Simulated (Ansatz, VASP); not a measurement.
## One calculation of Y, two programs

```
CELL_PARAMETERS angstrom
3.62292 0.00000 0.00000
-1.81146 3.13754 0.00000
0.00000 0.00000 5.69214
ATOMIC_POSITIONS crystal
Y 0.66667 0.33333 0.75000
Y 0.33333 0.66667 0.25000
```

Change from the starting cell: volume scaled by 0.98.

Alike in both runs: task single point; functional PBE; k mesh 8 × 8 × 5; occupations fermi-dirac, width 0.05 eV; no spin polarisation.

|  | VASP | Ansatz |
| --- | --- | --- |
| version | VASP 6.6.1 | Ansatz 0.2.0 |
| potentials or method | VASP PAW PBE potentials, release 64 (Y_sv) | Ansatz PAW |
| plane-wave cutoff (eV) | 520 | 420 |
| valence electrons in the cell | 22 | 22 |

Ansatz gave:

* gap on the k mesh at the Fermi level (eV): none
* pressure (GPa): 0.7
* largest component of the traceless stress (GPa): 0.27

Problem. Estimate VASP's values.

Solution. gap on the k mesh at the Fermi level (eV): none; pressure (GPa): 0.6; largest component of the traceless stress (GPa): 0.26.

A gap of «none» marks a metal or a gap that the smearing closes. The functional is the same, so the differences come from potentials, cutoffs and numerics.
